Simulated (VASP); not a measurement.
A run of VASP 6.6.1:

File INCAR:

```
SYSTEM = ZrC
PREC     = Accurate       ! precision mode
ENCUT    = 520            ! plane-wave cutoff, eV
EDIFF    = 1E-6           ! SCF threshold, eV
ISMEAR   = -1             ! smearing method
SIGMA    = 0.05           ! smearing width, eV
LREAL    = .False.        ! projectors in reciprocal space
LASPH    = .True.         ! aspherical terms in the spheres
NELM     = 100            ! most SCF steps
ALGO     = Normal         ! electronic algorithm
ISIF     = 2              ! what is computed and relaxed
LWAVE    = .False.        ! write WAVECAR
LCHARG   = .False.        ! write CHGCAR
GGA      = PE             ! functional
NBANDS   = 15             ! bands
```

KPOINTS

```
Automatic mesh
0
Gamma
  8 8 8
  0 0 0
```

Contents of POSCAR:

```
ZrC
1.0
    0.0000000000      2.4560497102      2.4560497102
    2.4560497102      0.0000000000      2.4560497102
    2.4560497102      2.4560497102      0.0000000000
Zr C
1 1
Direct
    0.5000000000      0.5000000000      0.5000000000
    0.0000000000      0.0000000000      0.0000000000
```

Potentials or basis: VASP PAW PBE potentials, release 64 (Zr_sv, C).

Command:

```bash
$ cat potpaw_PBE.64/Zr_sv/POTCAR potpaw_PBE.64/C/POTCAR > POTCAR
$ mpirun -np 1 vasp_std > vasp.out
```

Hardware: 1 thread of Intel(R) Xeon(R) Platinum 8488C (Sapphire Rapids), with other jobs on the host.

Task: Estimate the wall time of this run.

Result: Wall time 9.1 s on 1 thread of Intel(R) Xeon(R) Platinum 8488C (Sapphire Rapids), on a shared host, peak memory 0.16 GiB. Counts: scf iterations 13, k points 29.
